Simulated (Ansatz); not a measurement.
# Au (Im-3m) in Ansatz: further runs

One crystal, Au, is run at these levels: PBE; tasks: single point.

Program: Ansatz 0.2.0. These are calculated values, not measurements. Logs are shortened: lines on timing, memory, paths and dates and some standing lists are left out, and cuts for length are marked.

### 1 The crystal as given

The structure is cubic, space group Im-3m (No. 229). Conventional cell: a = 3.315 Å, b = 3.315 Å, c = 3.315 Å, α = 90.00°, β = 90.00°, γ = 90.00°. Au (site symmetry m-3m) has 8 Au at 2.87 Å as nearest neighbours.

This isn't the form of Au at room conditions, which is fcc.

### 2 Single point, PBE

File input.yaml:

```yaml
crystal:
  lattice:
    - [-1.657269, 1.657269, 1.657269]
    - [1.657269, -1.657269, 1.657269]
    - [1.657269, 1.657269, -1.657269]
  atoms:
    - { symbol: Au, position: [0.0, 0.0, 0.0] }
hamiltonian:
  xc: pbe
  pseudopotentials: { kind: paw }
kpoints:
  mp_grid: { grid: [11, 11, 11] }
scf:
  occupations: { method: gaussian, width: 0.017 }
output:
  forces: true
  stress: true
  eigenvalues: true
```

Potentials or basis: Ansatz PAW.

On the command line:

```bash
$ ansatz run input.yaml --threads 2 --pin off --max-ram 5632MiB --backend cpu --events-out ev --progress --plain --runs-dir out
```

Standard output:

```text
Warning: RAYON_NUM_THREADS=2 ignored (pool sized by the plan → 2); use --threads N
Engine: ansatz 0.2.0, aarch64-unknown-linux-gnu
Pseudopotentials: kind: paw
Pseudopotential: Au, paw, valence charge 19, recommended cutoff 420 eV (normal), Au.paw.azcp
Functional definition: PBE
  parameter kappa = 0.804
  parameter beta = 0.06672455060314922
  exchange = pbe_x(kappa = kappa, mu = beta*pi^2/3)
  correlation = pbe_c(beta = beta)
Crystal: 1 atoms, lattice volume = 18.207 Å³
Basis set: ecut = 420 eV, 369 PW (Γ), exchange–correlation on 40×40×40 points (8 copies of the dense FFT grid, shifted against one another)
Bands: 14, of which v1, the nominal top of the filled ones, is band 10 counted from 1 (9 counted from 0)
Symmetry: 48 space group operations
Space group: Im-3m (ITA 229), of the structure as read, at distance tolerance 2.6e-5 Å
k-points: 56 of 1331
Non-local potential: Au, projectors of the file, l = 0: 3, l = 1: 2, l = 2: 2, l = 3: 1
PAW form: soft (Blöchl's): semilocal exchange-correlation on the pseudo side does not see the compensation charge
PAW one-centre angular grid: Au, 590 points (default); XC on 64 Gauss nodes
Initial density: superposition of atomic densities (neutral atoms: chi_scale 0, normalization atom), corrected by the library's trained network
Initial wavefunctions: pseudopotential atomic-orbital guess
Functional: x = pbe(κ = 0.804, μ = 0.2195149727645171), c = pbe(β = 0.06672455060314922)
SCF iter   1: F=—  HF=-13149.298981 eV  |F-HF|=—  |Δ(HF+E_count)|=         —  Δρ=1.64e-3  dr2=2.36e-4  ethr=1.77e-3  ⟨swp⟩=4.8  Hψ=4075  notcnv=0
preconditioner: auto → none  [insulator: Δε(μ)=0.032 eV  Ē_g=15.610 eV  σ=0.017 eV  W_gap=0.65  n_scr=12 (ndim 8)  ℏωp=28.9 eV  f_vac=0.000  D(μ)=3.21/eV (n_scr^D=54)  ε∞_Penn≈4.4]
SCF iter   2: F=—  HF=-13149.299309 eV  |F-HF|=—  |Δ(HF+E_count)|=   3.28e-4  Δρ=8.53e-4  dr2=3.63e-5  ethr=1.24e-6  ⟨swp⟩=2.8  Hψ=1867  notcnv=0  defer=12
SCF iter   3: F=—  HF=-13149.299352 eV  |F-HF|=—  |Δ(HF+E_count)|=   4.27e-5  Δρ=4.44e-4  dr2=7.47e-6  ethr=1.91e-7  ⟨swp⟩=2.0  Hψ=1061  notcnv=0  defer=12
SCF iter   4: F=—  HF=-13149.299373 eV  |F-HF|=—  |Δ(HF+E_count)|=   2.04e-5  Δρ=1.53e-4  dr2=9.57e-7  ethr=3.93e-8  ⟨swp⟩=2.1  Hψ=987  notcnv=0  defer=12
iter 5 did not close the SCF: its close was put off for the readings that it lacked (scf_convergence_deferred on its scf_iter line)
SCF iter   5: F=-13149.299375 eV  HF=-13149.299375 eV  |F-HF|=7.09e-8  |Δ(HF+E_count)|=   2.65e-6  Δρ=2.65e-5  dr2=3.29e-8  ethr=5.03e-9  ⟨swp⟩=2.0  Hψ=1043  notcnv=0  defer=12
SCF iter   6: F=-13149.299375 eV  HF=-13149.299375 eV  |F-HF|=4.62e-10  |Δ(HF+E_count)|=   7.76e-8  Δρ=2.32e-6  dr2=3.00e-10  ethr=1.73e-10  ⟨swp⟩=3.2  Hψ=2845  notcnv=0
SCF 1 converged in 6 iterations: F = -13149.299375 eV  dr2 = 3.00e-10
SCF converged after 6 iterations
Free energy (F): -13149.299375 eV
Harris-Foulkes:  -13149.299375 eV  (|F-HF|=4.62e-10)
Internal energy: -13149.298919 eV  (E = F + TS)
E sigma→0 (E₀):  -13149.299147 eV
Entropy (-TS):   -0.000456 eV (-0.456 meV/atom)
Fermi energy:    18.769034 eV
--- Per-component energies (eV) ---
  E_band       = -235.228183
  E_kinetic    = 604.088132
  E_local      = -1801.909149  (includes V_loc(G=0)·N_el)
  E_nonlocal   = 74.348074
  E_hartree    = 762.293716
  E_xc         = -227.595695
  E_vxc        = -274.661363  (∫ρ·V_xc dr)
  E_paw        = -9706.775500  (= ΣΔE_a)
  E_vpaw       = -361.682178  (= ΣTr[D̂ρ^β])
  E_aug_tail   = 0.001468  (compensation charges beyond the density's cutoff)
  E_ewald      = -2853.749966
  E_smearing   = -0.000456  (= −TS)
  E_closure    = 0.000000  (closes the sum)
  Σ components = -13149.299375   (vs F -13149.299375, Δ=0.00e0)
--- Forces (eV/Å), atoms counted from 1 ---
  atom   1  Au    -0.00000000     0.00000000    -0.00000000
  max |Σ_I F_I| component: 6.98e-32 eV/Å
--- Stress (GPa, compression-positive) ---
       -0.854530      -0.000000      -0.000000
       -0.000000      -0.854530       0.000000
       -0.000000      -0.000000      -0.854530
  P = ⅓ Tr σ = -0.8545 GPa (-8.545 kbar)
--- Band table (eV; the first three rows and the last of 56) ---
  k-point 0: bands = ["-86.3473", "-37.7141", "-37.7141", "-37.7141", "9.6946", "14.3672", "14.3672", "14.3672", "16.1097", "16.1097", "35.3135", "35.3135", "35.3135", "42.0380"]
  k-point 1: bands = ["-86.3466", "-37.7281", "-37.7192", "-37.7139", "9.9808", "14.2816", "14.3754", "14.5623", "16.0126", "16.1162", "35.1393", "35.3345", "35.6585", "39.7380"]
  k-point 2: bands = ["-86.3446", "-37.7654", "-37.7330", "-37.7134", "10.7714", "14.0595", "14.3987", "15.1179", "15.8522", "16.1394", "33.2404", "34.7202", "36.6112", "38.2031"]
  k-point 55: bands = ["-86.3303", "-37.8476", "-37.8458", "-37.8458", "12.6785", "12.7015", "16.9846", "16.9846", "17.0848", "23.9393", "25.4546", "25.4546", "28.8085", "34.1362"]
```

Run time: 0.44 s. Hardware: 2 threads of Arm Neoverse V2, shared host; peak memory 0.26 GiB.

What came out:

```
Free energy            : -13149.2994 eV
Pressure               : -0.9 GPa
Band gap on the k mesh : none (metal or under the smearing width)
```

Levels at points of the mesh, in eV from the Fermi level:
```csv
k point,band 6,band 7,band 8,band 9,band 10,band 11,band 12,band 13,band 14
"(0.00, 0.00, 0.00)",-4.40,-4.40,-4.40,-2.66,-2.66,16.54,16.54,16.54,23.27
```

The run has no spin-orbit coupling, so splittings on Au are missing.

### 3 Single point, PBE

input.yaml, as its differences from that of step 2:

```diff
@@ -13,3 +13,3 @@
 scf:
-  occupations: { method: gaussian, width: 0.017 }
+  occupations: { method: gaussian, width: 0.018 }
 output:
```

Potentials or basis: Ansatz PAW.

On the command line:

```bash
$ ansatz run input.yaml --threads 2 --pin off --max-ram 5632MiB --backend cpu --events-out ev --progress --plain --runs-dir out
```

Run time: 0.45 s. Hardware: 2 threads of Arm Neoverse V2, shared host; peak memory 0.26 GiB.

It converged, with:

```yaml
Free_energy: -13149.2994 eV
Pressure: -0.9 GPa
Band_gap_on_the_k_mesh: none (metal or under the smearing width)
```

Levels at points of the mesh, in eV from the Fermi level:
```tsv
k point	band 7	band 8	band 9	band 10	band 11	band 12	band 13	band 14
(0.00, 0.00, 0.00)	-4.40	-4.40	-2.66	-2.66	16.54	16.54	16.54	23.27
```

The run has no spin-orbit coupling, so splittings on Au are missing.

### 4 Single point, PBE

input.yaml, as its differences from that of step 3:

```diff
@@ -13,3 +13,3 @@
 scf:
-  occupations: { method: gaussian, width: 0.018 }
+  occupations: { method: gaussian, width: 0.019 }
 output:
@@ -18 +18,5 @@
   eigenvalues: true
+  write_density: true
+  write_potential: true
+  elf: true
+  volumetric_format: npy
```

On the command line:

```bash
$ ansatz run input.yaml --threads 2 --pin off --max-ram 5632MiB --backend cpu --events-out ev --progress --plain --runs-dir out
```

Run time: 0.56 s. Hardware: 2 threads of Arm Neoverse V2, shared host; peak memory 0.26 GiB.

Results (log left out):

```
Free energy            : -13149.2994 eV
Pressure               : -0.9 GPa
Band gap on the k mesh : none (metal or under the smearing width)
```

Levels at points of the mesh, in eV from the Fermi level:
| k point | band 8 | band 9 | band 10 | band 11 | band 12 | band 13 |
| --- | --- | --- | --- | --- | --- | --- |
| (0.00, 0.00, 0.00) | -4.40 | -2.66 | -2.66 | 16.54 | 16.54 | 16.54 |

### 5 Single point, PBE

input.yaml, as its differences from that of step 4:

```diff
@@ -13,3 +13,3 @@
 scf:
-  occupations: { method: gaussian, width: 0.019 }
+  occupations: { method: gaussian, width: 0.021 }
 output:
@@ -18,5 +18 @@
   eigenvalues: true
-  write_density: true
-  write_potential: true
-  elf: true
-  volumetric_format: npy
```

On the command line:

```bash
$ ansatz run input.yaml --threads 2 --pin off --max-ram 5632MiB --backend cpu --events-out ev --progress --plain --runs-dir out
```

It took 0.44 s on 2 threads of Arm Neoverse V2, shared host; peak memory 0.26 GiB.

The run converged. Its results:

```
Free energy            : -13149.2995 eV
Pressure               : -0.8 GPa
Band gap on the k mesh : none (metal or under the smearing width)
```

Levels at points of the mesh, in eV from the Fermi level:
| k point | band 6 | band 7 | band 8 | band 9 | band 10 | band 11 | band 12 | band 13 | band 14 |
| --- | --- | --- | --- | --- | --- | --- | --- | --- | --- |
| (0.00, 0.00, 0.00) | -4.40 | -4.40 | -4.40 | -2.66 | -2.66 | 16.54 | 16.54 | 16.54 | 23.27 |

The run has no spin-orbit coupling, so splittings on Au are missing.

### 6 The runs side by side

| smearing | gap on the mesh (eV) | pressure (GPa) |
| --- | --- | --- |
| gaussian 0.017 eV | none | -0.9 |
| gaussian 0.018 eV | none | -0.9 |
| gaussian 0.019 eV | none | -0.9 |
| gaussian 0.021 eV | none | -0.8 |

Alike in all rows: task single point; level PBE; potentials or basis Ansatz PAW; no spin polarisation; cell as given; k mesh 11 × 11 × 11; cutoff (eV) 420.

Every run on the cell as given and a fine mesh finds a metal.

Absolute energies hang on the potentials; compare differences alone.
